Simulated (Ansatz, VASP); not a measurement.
Two plane-wave programs on Al

```
Al
1.0
     8.10000    0.00000    0.00000
     0.00000    5.72757    0.00000
     0.00000    0.00000   18.72756
Al
20
Cartesian
  0.0000 0.0000 1.0000
  4.0500 0.0000 1.0000
  0.0000 2.8638 1.0000
  4.0500 2.8638 1.0000
  2.0250 1.4319 2.4319
  6.0750 1.4319 2.4319
  2.0250 4.2957 2.4319
  6.0750 4.2957 2.4319
  0.0000 0.0000 3.7768
  4.0500 0.0000 3.7768
  0.0000 2.8638 3.7768
  4.0500 2.8638 3.7768
  2.0250 1.4319 5.1898
  6.0750 1.4319 5.1898
  2.0250 4.2957 5.1898
  6.0750 4.2957 5.1898
  0.0000 0.0000 6.4921
  4.0500 0.0000 6.4921
  0.0000 2.8638 6.4921
  4.0500 2.8638 6.4921
```

Alike in both runs: functional PBE; k mesh 2 × 3 × 1; occupations fermi-dirac, width 0.05 eV; no spin polarisation.

Ansatz relaxed the structure, and its values are those at the end. VASP's run is a single point on that final structure, the one shown.

|  | VASP | Ansatz |
| --- | --- | --- |
| version | VASP 6.6.1 | Ansatz 0.2.0 |
| potentials or method | VASP PAW PBE potentials, release 64 (Al) | scalar-relativistic, plane waves, PAW |
| plane-wave cutoff (eV) | 520 | 420 |
| valence electrons in the cell | 60 | 60 |

|  | VASP | Ansatz | Ansatz less VASP |
| --- | --- | --- | --- |
| rms of the force components (eV/Å) | 0.091 | 0.090 | -0.0001 |

The functional is the same, so the differences come from potentials, cutoffs and numerics. Ansatz warned: «structure_snapped_to_symmetry».

Caveats: the k mesh is coarse (spacing up to 0.39 Å⁻¹), so the values aren't converged.
